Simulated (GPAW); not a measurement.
Set up this calculation in GPAW 26.7.0, as an ASE script.

```
Task                : single point
Functional          : PBE
Potentials or basis : GPAW PAW data sets (gpaw-data 1.2.1)
Cutoff              : 600 eV
Basis               : pw
k mesh              : 8 × 8 × 5
Occupations         : gaussian, width 0.05 eV
Spin                : no spin polarisation
Maxiter             : 150
```

Crystal: Te2Pt (Moncheite).

```
Pt Te
1.0
     4.01000    0.00000    0.00000
    -2.00500    3.47276    0.00000
     0.00000    0.00000    5.20100
Pt Te
1 2
Direct
  0.00000 0.00000 0.00000
  0.66667 0.33333 0.75000
  0.33333 0.66667 0.25000
```

One way to write it, as run:

run.py

```python
from ase import Atoms
from ase.dft.bandgap import bandgap
from ase.io import write
from ase.units import GPa
from gpaw import GPAW, PW

atoms = Atoms(['Pt', 'Te', 'Te'],
              cell=[[4.01, 0.0, 0.0],
                    [-2.005, 3.4727618692, 0.0],
                    [0.0, 0.0, 5.201]],
              scaled_positions=[[0.0, 0.0, 0.0],
                                [0.6666666667, 0.3333333333, 0.75],
                                [0.3333333333, 0.6666666667, 0.25]],
              pbc=True)

calc = GPAW(mode=PW(600),
            xc='PBE',
            kpts={'size': (8, 8, 5), 'gamma': True},
            occupations={'name': 'methfessel-paxton', 'order': 0, 'width': 0.05},
            nbands=26,
            convergence={'density': 1e-05, 'energy': 1e-05},
            maxiter=150,
            txt='gpaw.txt')
atoms.calc = calc
energy = atoms.get_potential_energy()
forces = atoms.get_forces()
stress = atoms.get_stress()
calc.write('gs.gpw')
write('result.traj', atoms)
print(f'Energy: {energy:.6f} eV')
print('Forces (eV/A):')
print(forces.round(4))
print('Stress (GPa):', (stress / GPa).round(3))
print('Fermi level:', round(calc.get_fermi_level(), 4), 'eV')
print(f'Gap: {bandgap(calc)[0]:.4f} eV, direct: {bandgap(calc, direct=True)[0]:.4f} eV')
```

Potentials or basis: GPAW PAW data sets (gpaw-data 1.2.1), pw.

The run is started by

```bash
$ OMP_NUM_THREADS=1 python run.py
```

Results of the run:

```json
{
  "Pressure": "7.9 GPa",
  "Largest force": "0.921 eV/Å",
  "Band gap on the k mesh": "none (metal or under the smearing width)"
}
```

It took 53 s on 1 thread of Arm Neoverse V1, with other jobs on the host, peak memory 0.2 GiB.
